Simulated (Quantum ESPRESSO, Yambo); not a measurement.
Planning a run of Yambo 5.3.0 on LiH (Fm-3m). The input:

```
HF_and_locXC
gw0
dyson
ppa
em1d
rim_cut
RandQpts= 1000000
RandGvec= 1 RL
EXXRLvcs= 66 Ry
VXCRLvcs= 264 Ry
Chimod= "HARTREE"
% BndsRnXp
 1 | 40 |
%
NGsBlkXp= 12 Ry
% LongDrXp
 1 | 1 | 1 |
%
% GbndRnge
 1 | 40 |
%
DysSolver= "n"
ExtendOut
PPAPntXp= 27.21138 eV
% QPkrange
 21 | 21 | 1 | 4 |
 1 | 1 | 1 | 4 |
%
```

The database entry behind the starting cell differs from later determinations by our own check (the deuteride, about 0.2 % short), so it need not match the best structure at ambient conditions.

```sh
OMP_NUM_THREADS=1 mpirun -n 4 yambo -F gw1.in -J gw1 -C gw1 > gw1.log
```

The stored states that it reads are on a 8×8×8 mesh. The structure is cubic, space group Fm-3m (No. 225). The conventional cell has a = 4.074 Å, b = 4.074 Å, c = 4.074 Å, α = 90.00°, β = 90.00°, γ = 90.00°. Nearest to Li lie 6 H at 2.04 Å. Nearest to H lie 6 Li at 2.04 Å. Farther neighbours are not listed.

Q: How long will it take on 4 MPI ranks of Arm Neoverse V1, shared host, and how much memory?

It took 30 s; on shared hardware allow 15 s to 60 s. Peak host memory was 1.1 GiB.

The screening grows as filled bands × empty bands × pairs of k points, times the square of the screening basis for the matrix.

[Paths, hosts, dates, memory and timing lines, banners, echoed tables and standing remarks are left out of the program output.]

[Logs are printed without paths, hosts, clocks, repeated set-up lines and the standing remarks that a program may print on its own settings, such as how far it seeks lower states.]

[Runs of the session that timed out or met a known fault of the program may be left out.]

[Hosts, paths, dates, database ids (printed as entryN), source tags and the programs' standing remarks are cut or masked in the printed files.]
